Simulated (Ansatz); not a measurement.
# Pd under changes of volume

One of the cells (15.531 Å³/atom); the others are scaled copies at fixed shape and fractional positions:

```xyz
2
Lattice="2.7837 0.0000 0.0000 -1.3918 2.4107 0.0000 0.0000 0.0000 4.6289" Properties=species:S:1:pos:R:3 pbc="T T T"
Pd    0.0000    1.6071    1.1572
Pd    1.3918    0.8036    3.4717
```

This isn't the form of Pd at room conditions, which is fcc.

| Property | Result |
| --- | --- |
| Program | Ansatz 0.2.0 |
| Functional | LDA |
| Potentials or basis | all-electron LAPW, scalar-relativistic |
| Cutoff | 260 eV (chosen from the basis error) |
| Basis error allowed | 0.001 eV/atom |
| k mesh | 11 × 11 × 6 |
| Occupations | fermi-dirac, width 0.05 eV |
| Spin | no spin polarisation |

```csv
volume (Å³/atom),energy over the lowest point (meV/atom),pressure (GPa)
14.600,0.00,-5.6
14.910,15.00,-9.5
15.221,36.97,-12.8
15.531,?,?
15.842,98.16,-18.2
16.153,135.80,-20.3
16.463,177.25,-22.1
```

Problem. What does the run at 15.531 Å³/atom give?

Solution. Energy over the lowest point 64.97 meV/atom; pressure -15.7 GPa.

Worked out: A Birch-Murnaghan fit of order 3 (a polynomial in V^(-2/3)) to the other rows has its minimum at 14.20 Å³/atom, just outside them, with B0 = V·E''(V) = 227 GPa and B' = 5.5 at fixed shape and positions, which overstates the stiffness. It gives 64.91 meV/atom at 15.531 Å³/atom, against the run's 64.97, and -dE/dV = -15.8 GPa, against -15.7.

Energies are extrapolated to zero smearing.
